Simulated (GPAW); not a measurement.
# K (Pm-3m) in GPAW: tuning eigensolver

Aim: find the choice of eigensolver that runs K fastest, at r2SCAN. This setting moves, with any that are tied to it; all else stays.

Program: GPAW 26.7.0. These are calculated values, not measurements. Logs are shortened: lines on timing, memory, paths and dates and some standing lists are left out, and cuts for length are marked. The log counts tension as positive stress, the text compression.

### 1 The crystal as given

Symmetry: Pm-3m, No. 221, cubic system. Conventional cell: a = 4.310 Å, b = 4.310 Å, c = 4.310 Å, α = 90.00°, β = 90.00°, γ = 90.00°. K (site symmetry m-3m) is surrounded by 6 K at 4.31 Å.

This isn't the form of K at room conditions, which is bcc.

### 2 With eigensolver default

File run.py:

```python
from ase.dft.bandgap import bandgap
from ase.io import read, write
from ase.units import GPa
from gpaw import GPAW, PW

atoms = read('K.xyz')

calc = GPAW(mode=PW(600),
            xc='MGGA_X_R2SCAN+MGGA_C_R2SCAN',
            kpts={'size': (6, 6, 6), 'gamma': True},
            occupations={'name': 'fermi-dirac', 'width': 0.05},
            nbands=11,
            convergence={'density': 1e-05, 'energy': 1e-05},
            maxiter=100,
            txt='gpaw.txt')
atoms.calc = calc
energy = atoms.get_potential_energy()
forces = atoms.get_forces()
stress = atoms.get_stress()
calc.write('gs.gpw')
write('result.traj', atoms)
print(f'Energy: {energy:.6f} eV')
print('Forces (eV/A):')
print(forces.round(4))
print('Stress (GPa):', (stress / GPa).round(3))
print('Fermi level:', round(calc.get_fermi_level(), 4), 'eV')
print(f'Gap: {bandgap(calc)[0]:.4f} eV, direct: {bandgap(calc, direct=True)[0]:.4f} eV')
```

File K.xyz:

```xyz
1
Lattice="4.3104394900 0.0000000000 0.0000000000 0.0000000000 4.3104394900 0.0000000000 0.0000000000 0.0000000000 4.3104394900" Properties=species:S:1:pos:R:3 pbc="T T T"
K      0.0000000000      0.0000000000      0.0000000000
```

Potentials or basis: GPAW PAW data sets (gpaw-data 1.2.1), pw.

Command:

```sh
$ OMP_NUM_THREADS=1 python run.py
```

gpaw.txt:

```text
__  _  _
 | _ |_)|_||  |
 |__||  | ||/\| - 26.7.0

Input parameters:
  mode=PW(ecut=600.0),
  convergence={'density': 1e-05, 'energy': 1e-05},
  kpts=MonkhorstPack(size=(6, 6, 6), gamma=True),
  maxiter=100,
  nbands=11,
  occupations=Occupations(name='fermi-dirac', width=0.05),
  xc=XC(name='MGGA_X_R2SCAN+MGGA_C_R2SCAN')

Diagonalizing LCAO Hamiltonian
Converting LCAO to pw mode
    .----------.
   /|          |
  / |          |
 *  |          |
 |  |          |
 |  .----------.
 | /          /
 |/          /
 K----------*

Atoms  # Å, Bohr magnetons
|   | symbol |        x |        y |        z |    initial magnetic moments |
|---|--------|----------|----------|----------|-----------------------------|
| 0 |      K | 0.000000 | 0.000000 | 0.000000 | ( 0.0000,  0.0000,  0.0000) |

Unit cell  # Å
| periodic |        x |        y |        z |  lengths |    angles |
|----------|----------|----------|----------|----------|-----------|
|      yes | 4.310439 | 0.000000 | 0.000000 | 4.310439 | 90.000000 |
|      yes | 0.000000 | 4.310439 | 0.000000 | 4.310439 | 90.000000 |
|      yes | 0.000000 | 0.000000 | 4.310439 | 4.310439 | 90.000000 |

Number of symmetries: 48
Symmetry operations  # r_c * U_cc + t_c -> r_c
|    | kind |            matrix            |
|----|------|------------------------------|
|  0 |  E   |  1, 0, 0,  0, 1, 0,  0, 0, 1 |
|  1 |  σ   |  1, 0, 0,  0, 1, 0,  0, 0,-1 |
|  2 |  σ   |  1, 0, 0,  0, 0, 1,  0, 1, 0 |
|  3 |  C4  |  1, 0, 0,  0, 0, 1,  0,-1, 0 |
|  4 |  C4  |  1, 0, 0,  0, 0,-1,  0, 1, 0 |
|  5 |  σ   |  1, 0, 0,  0, 0,-1,  0,-1, 0 |
|  6 |  σ   |  1, 0, 0,  0,-1, 0,  0, 0, 1 |
|  7 |  C2  |  1, 0, 0,  0,-1, 0,  0, 0,-1 |
|  8 |  σ   |  0, 1, 0,  1, 0, 0,  0, 0, 1 |
|  9 |  C2  |  0, 1, 0,  1, 0, 0,  0, 0,-1 |
| 10 |  C3  |  0, 1, 0,  0, 0, 1,  1, 0, 0 |
| 11 |  S6  |  0, 1, 0,  0, 0, 1, -1, 0, 0 |
| 12 |  S6  |  0, 1, 0,  0, 0,-1,  1, 0, 0 |
| 13 |  C3  |  0, 1, 0,  0, 0,-1, -1, 0, 0 |
| 14 |  C4  |  0, 1, 0, -1, 0, 0,  0, 0, 1 |
| 15 |  S4  |  0, 1, 0, -1, 0, 0,  0, 0,-1 |
| 16 |  C3  |  0, 0, 1,  1, 0, 0,  0, 1, 0 |
| 17 |  S6  |  0, 0, 1,  1, 0, 0,  0,-1, 0 |
| 18 |  σ   |  0, 0, 1,  0, 1, 0,  1, 0, 0 |
| 19 |  C4  |  0, 0, 1,  0, 1, 0, -1, 0, 0 |
| 20 |  C2  |  0, 0, 1,  0,-1, 0,  1, 0, 0 |
| 21 |  S4  |  0, 0, 1,  0,-1, 0, -1, 0, 0 |
| 22 |  S6  |  0, 0, 1, -1, 0, 0,  0, 1, 0 |
| 23 |  C3  |  0, 0, 1, -1, 0, 0,  0,-1, 0 |
| 24 |  S6  |  0, 0,-1,  1, 0, 0,  0, 1, 0 |
| 25 |  C3  |  0, 0,-1,  1, 0, 0,  0,-1, 0 |
| 26 |  C4  |  0, 0,-1,  0, 1, 0,  1, 0, 0 |
| 27 |  σ   |  0, 0,-1,  0, 1, 0, -1, 0, 0 |
| 28 |  S4  |  0, 0,-1,  0,-1, 0,  1, 0, 0 |
| 29 |  C2  |  0, 0,-1,  0,-1, 0, -1, 0, 0 |
| 30 |  C3  |  0, 0,-1, -1, 0, 0,  0, 1, 0 |
| 31 |  S6  |  0, 0,-1, -1, 0, 0,  0,-1, 0 |
| 32 |  C4  |  0,-1, 0,  1, 0, 0,  0, 0, 1 |
| 33 |  S4  |  0,-1, 0,  1, 0, 0,  0, 0,-1 |
| 34 |  S6  |  0,-1, 0,  0, 0, 1,  1, 0, 0 |
| 35 |  C3  |  0,-1, 0,  0, 0, 1, -1, 0, 0 |
| 36 |  C3  |  0,-1, 0,  0, 0,-1,  1, 0, 0 |
| 37 |  S6  |  0,-1, 0,  0, 0,-1, -1, 0, 0 |
| 38 |  σ   |  0,-1, 0, -1, 0, 0,  0, 0, 1 |
| 39 |  C2  |  0,-1, 0, -1, 0, 0,  0, 0,-1 |
| 40 |  σ   | -1, 0, 0,  0, 1, 0,  0, 0, 1 |
| 41 |  C2  | -1, 0, 0,  0, 1, 0,  0, 0,-1 |
| 42 |  C2  | -1, 0, 0,  0, 0, 1,  0, 1, 0 |
| 43 |  S4  | -1, 0, 0,  0, 0, 1,  0,-1, 0 |
| 44 |  S4  | -1, 0, 0,  0, 0,-1,  0, 1, 0 |
| 45 |  C2  | -1, 0, 0,  0, 0,-1,  0,-1, 0 |
| 46 |  C2  | -1, 0, 0,  0,-1, 0,  0, 0, 1 |
| 47 |  i   | -1, 0, 0,  0,-1, 0,  0, 0,-1 |

BZ-sampling:
  Number of BZ points: 216
  Number of IBZ points: 20

  Monkhorst-Pack size: [6, 6, 6]
  Monkhorst-Pack shift: [0.08333333333333333, 0.08333333333333333, 0.08333333333333333]

K-points  # in reciprocal-cell coordinates
|     |                                coordinates |     weight |
|-----|--------------------------------------------|------------|
|   0 | (  0.00000000,   0.00000000,   0.00000000) | 0.00462963 |
|   1 | (  0.16666667,   0.00000000,   0.00000000) | 0.02777778 |
|   2 | (  0.16666667,   0.16666667,   0.00000000) | 0.05555556 |
|   3 | (  0.16666667,   0.16666667,   0.16666667) | 0.03703704 |
|   4 | (  0.33333333,   0.00000000,   0.00000000) | 0.02777778 |
|   5 | (  0.33333333,   0.16666667,   0.00000000) | 0.11111111 |
|   6 | (  0.33333333,   0.16666667,   0.16666667) | 0.11111111 |
|   7 | (  0.33333333,   0.33333333,   0.00000000) | 0.05555556 |
|   8 | (  0.33333333,   0.33333333,   0.16666667) | 0.11111111 |
|   9 | (  0.33333333,   0.33333333,   0.33333333) | 0.03703704 |
| ... |                                            |            |
|  19 | (  0.50000000,   0.50000000,   0.50000000) | 0.00462963 |

Plane wave coefficients: 2721
Cutoff: 600.0 eV

Spin-components: 1 (collinear spins)
Bands:           11
Projectors:      5
Spin-degeneracy: 2
Datatype:        complex128

Density:
  Valence electrons: 9.0
  Components: 1
  Grid points: [25 25 25]
  Charge: 0.0  # |e|

Potential:
  Grid points: [25 25 25]

species:
  K:
    name:    Potassium
    Z:       19.0
    valence: 9
    core:    10
    charge:  0.0  # [|e|]
    compensation charges:
      type: gauss
      rc: 0.35  # [Å]
      lmax: 2
    cutoffs:
      filter: 1.91  # [Å]
      core: 1.27  # [Å]
    projectors
    | kind |    occ | energy [eV] | rcut [Å] |
    |------|--------|-------------|----------|
    |   3s |  2.000 |     -35.338 |    1.122 |
    |   4s |  1.000 |      -2.319 |    1.122 |
    |   3p |  6.000 |     -18.813 |    1.106 |
    |    p |        |       8.398 |    1.106 |
    |    d |        |       0.000 |    0.937 |

    Using partial waves for K as LCAO basis

Reference energy: -16382.253218  # eV

eigensolver:
  PPCG
  Converge bands: occupied
  niter=2

density mixing:
  MSR1-Mixer
  Pratt-step length: 0.05
  Maximum mixing coefficient: 0.75
  Old densities: 10
  SVD Regularization: 0.005
  Good broyden scale: 1.0
  Trust region scale: 1.0
  Backstep threshold: 4.0
  History deletion threshold: 6.0
  Fourier metric: weight=20.0, sigma=0.015

occupation numbers:
  Fermi-Dirac:
    width: 0.0500  # eV

poisson solver:
  ecut: 4800.0  # eV

xc functional:
  name: MGGA_X_R2SCAN+MGGA_C_R2SCAN with 2 nearest neighbor stencil

convergence criteria:
- Maximum integral of absolute [dens]ity change: 1e-05 electrons / valence electron
- Maximum [total energy] change in last 3 cyles: 1e-05 eV / valence electron
- Maximum integral of absolute [eigenst]ate change: 4e-08 eV^2 / valence electron
maximum number of iterations: 100

SCF iterations
|iter     | |      energy | eigst |  dens |
|---------|-|-------------|-------|-------|
|iter:   1| |   -9.014150 | +0.19 |       |
|iter:   2| |   -6.021106 | -1.36 | -1.21 |
|iter:   3| |   -5.910483 | -1.70 | -1.29 |
|iter:   4| |   -5.849099 | -1.66 | -1.55 |
|iter:   5| |   -5.849978 | -3.04 | -2.25 |
|iter:   6| |   -5.851282 | -3.59 | -2.30 |
|iter:   7| |   -5.851320 | -5.81 | -3.00 |
|iter:   8| |   -5.851320c| -6.95 | -3.81 |
|iter:   9| |   -5.851320c| -7.41c| -4.01 |
|iter:  10| |   -5.851320c| -8.04c| -4.59 |
|iter:  11| |   -5.851320c| -7.99c| -4.84 |
|iter:  12| |   -5.851320c| -8.84c| -5.70c|

Converged in 12 steps
Energy contributions relative to reference atoms: (reference = -16382.253218)

Energy contributions:
  Kinetic:          -6.827287
  Coulomb:           7.384945
  Zero:             -0.751763
  External:          0.000000
  Xc:               -5.651871
  Entropy:          -0.010688
  Spinorbit:         0.000000
  ----------------------------
  Free energy:      -5.856664
  Extrapolated:     -5.851320

dipole moment: (-15.736408, -15.736408, -15.736408)  # |e|*Ang

Fermi level: 0.885
Eigenvalues  # (at kpt = [0.000, 0.000, 0.000])
| band index |      eig [eV] | occ [0-2] |
|------------|---------------|-----------|
|          0 |       -33.035 |     2.000 |
|          1 |       -15.728 |     2.000 |
|          2 |       -15.728 |     2.000 |
|          3 |       -15.728 |     2.000 |
|          4 |        -1.357 |     2.000 |
|          5 |         4.036 |     0.000 |
|          6 |         4.036 |     0.000 |
|          7 |         7.362 |     0.000 |
|          8 |         7.600 |     0.000 |
|          9 |         7.666 |     0.000 |
|         10 |         7.671 |     0.000 |

No gap
No difference between direct/indirect transitions

Forces  # eV/Ang
|       x |       y |       z |
|---------|---------|---------|
| 0.00000 | 0.00000 | 0.00000 |  # K    0

Stress tensor  # eV/Ang^3
|        x |        y |        z |
|----------|----------|----------|
| 0.000200 | 0.000000 | 0.000000 |
| 0.000000 | 0.000200 | 0.000000 |
| 0.000000 | 0.000000 | 0.000200 |

# Writing to gs.gpw (mode='')
```

It took 41 s on 1 thread of Arm Neoverse N1, host not shared; peak memory 0.2 GiB.

Results:

| Quantity | Value |
| --- | --- |
| Free energy | -5.8567 eV |
| Pressure | 0.0 GPa |
| Band gap on the k mesh | none (metal or under the smearing width) |

### 3 With eigensolver davidson niter=2

Edit run.py of step 2 so:

```diff
@@ -13,2 +13,3 @@
             convergence={'density': 1e-05, 'energy': 1e-05},
+            eigensolver={'name': 'davidson', 'niter': 2},
             maxiter=100,
```

K.xyz is that of step 2.

Potentials or basis: GPAW PAW data sets (gpaw-data 1.2.1), pw.

Command:

```sh
$ OMP_NUM_THREADS=1 python run.py
```

Wall time 38 s (1 thread of Arm Neoverse N1, host not shared); peak memory 0.2 GiB.

It converged, with:

| Quantity | Value |
| --- | --- |
| Free energy | -5.8567 eV |
| Pressure | 0.0 GPa |
| Band gap on the k mesh | none (metal or under the smearing width) |

### 4 With eigensolver davidson niter=4

Edit run.py of step 3 so:

```diff
@@ -13,3 +13,3 @@
             convergence={'density': 1e-05, 'energy': 1e-05},
-            eigensolver={'name': 'davidson', 'niter': 2},
+            eigensolver={'name': 'davidson', 'niter': 4},
             maxiter=100,
```

K.xyz is that of step 3.

Command:

```sh
$ OMP_NUM_THREADS=1 python run.py
```

It took 62 s on 1 thread of Arm Neoverse N1, host not shared; peak memory 0.19 GiB.

Results (log left out):

```
Free energy            : -5.8567 eV
Pressure               : 0.0 GPa
Band gap on the k mesh : none (metal or under the smearing width)
```

### 5 With eigensolver rmm-diis

Edit run.py of step 4 so:

```diff
@@ -13,3 +13,3 @@
             convergence={'density': 1e-05, 'energy': 1e-05},
-            eigensolver={'name': 'davidson', 'niter': 4},
+            eigensolver='rmm-diis',
             maxiter=100,
```

K.xyz is that of step 4.

Command:

```sh
$ OMP_NUM_THREADS=1 python run.py
```

It took 31 s on 1 thread of Arm Neoverse N1, host not shared; peak memory 0.19 GiB.

It converged, with:

* Free energy: -5.8567 eV
* Pressure: 0.0 GPa
* Band gap on the k mesh: none (metal or under the smearing width)

### 6 With eigensolver ppcg

Edit run.py of step 5 so:

```diff
@@ -13,3 +13,3 @@
             convergence={'density': 1e-05, 'energy': 1e-05},
-            eigensolver='rmm-diis',
+            eigensolver='ppcg',
             maxiter=100,
```

K.xyz is that of step 5.

Potentials or basis: GPAW PAW data sets (gpaw-data 1.2.1), pw.

Command:

```sh
$ OMP_NUM_THREADS=1 python run.py
```

It took 41 s on 1 thread of Arm Neoverse N1, host not shared; peak memory 0.19 GiB.

It converged, with:

| Property | Result |
| --- | --- |
| Free energy | -5.8567 eV |
| Pressure | 0.0 GPa |
| Band gap on the k mesh | none (metal or under the smearing width) |

### 7 With eigensolver cg

Edit run.py of step 6 so:

```diff
@@ -13,3 +13,3 @@
             convergence={'density': 1e-05, 'energy': 1e-05},
-            eigensolver='ppcg',
+            eigensolver='cg',
             maxiter=100,
```

K.xyz is that of step 6.

Command:

```sh
$ OMP_NUM_THREADS=1 python run.py
```

Wall time 39 s (1 thread of Arm Neoverse N1, host not shared); peak memory 0.19 GiB.

It converged, with:

| Property | Result |
| --- | --- |
| Free energy | -5.8567 eV |
| Pressure | 0.0 GPa |
| Band gap on the k mesh | none (metal or under the smearing width) |

### 8 The series at a glance

| eigensolver | energy less the last converged row (meV/atom) | SCF cycles | wall time (s) | peak memory (GiB) |
| --- | --- | --- | --- | --- |
| default | 0.00 | 12 | 41 | 0.2 |
| davidson niter=2 | 0.00 | 12 | 38 | 0.2 |
| davidson niter=4 | 0.00 | 11 | 62 | 0.19 |
| rmm-diis | 0.00 | 16 | 31 | 0.19 |
| ppcg | 0.00 | 12 | 41 | 0.19 |
| cg | 0.00 | - | 39 | 0.19 |

Fastest here: rmm-diis (31 s); slowest of those that converged: davidson niter=4 (62 s). These are single runs, one after another on one machine, so differences under about a fifth mean little.

Caveats: the PAW data sets were made with another functional, which shifts forces and pressure a little.
